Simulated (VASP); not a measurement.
Input of a VASP 6.6.1 run:

Contents of INCAR:

```
PREC     = Accurate       # precision mode
ENCUT    = 600            # plane-wave cutoff, eV
EDIFF    = 1E-6           # SCF threshold, eV
ISMEAR   = 0              # smearing method
SIGMA    = 0.03           # smearing width, eV
LREAL    = False          # projectors in reciprocal space
LASPH    = True           # aspherical terms in the spheres
NELM     = 80             # most SCF steps
ALGO     = Normal         # electronic algorithm
ISIF     = 3              # what is computed and relaxed
LWAVE    = False          # write WAVECAR
LCHARG   = False          # write CHGCAR
IBRION   = 2              # ionic algorithm
NSW      = 90             # ionic steps
EDIFFG   = -0.01          # ionic threshold
```

File KPOINTS:

```
Automatic mesh
0
Gamma
  8 8 8
```

File POSCAR:

```
AlAs
1.0
    0.0000000000      2.8304000000      2.8304000000
    2.8304000000      0.0000000000      2.8304000000
    2.8304000000      2.8304000000      0.0000000000
Al As
1 1
Direct
    0.0000000000      0.0000000000      0.0000000000
    0.2500000000      0.2500000000      0.2500000000
```

Potentials or basis: VASP PAW LDA potentials, release 64 (Al, As).

Launch:

```bash
$ cat potpaw_LDA.64/Al/POTCAR potpaw_LDA.64/As/POTCAR > POTCAR
$ mpirun -np 1 vasp_std > vasp.out
```

Predict the band gap on the k mesh.

1.32 eV, indirect (least direct gap 1.98 eV).

Estimate the relaxed volume.

22.40 Å³/atom.

Predict the relaxed cell.

a = 3.987 Å, b = 3.987 Å, c = 3.987 Å, α = 60.00°, β = 60.00°, γ = 60.00°.

Estimate the space group after relaxing (to 0.05 Å).

F-43m (No. 216).

Final structure:
```xyz
2
Lattice="0.0000 2.8189 2.8189 2.8189 0.0000 2.8189 2.8189 2.8189 0.0000" Properties=species:S:1:pos:R:3 pbc="T T T"
Al    0.0000    0.0000    0.0000
As    1.4094    1.4094    1.4094
```

A k mesh can miss the band edges. Zero-point motion and thermal expansion aren't in these numbers.
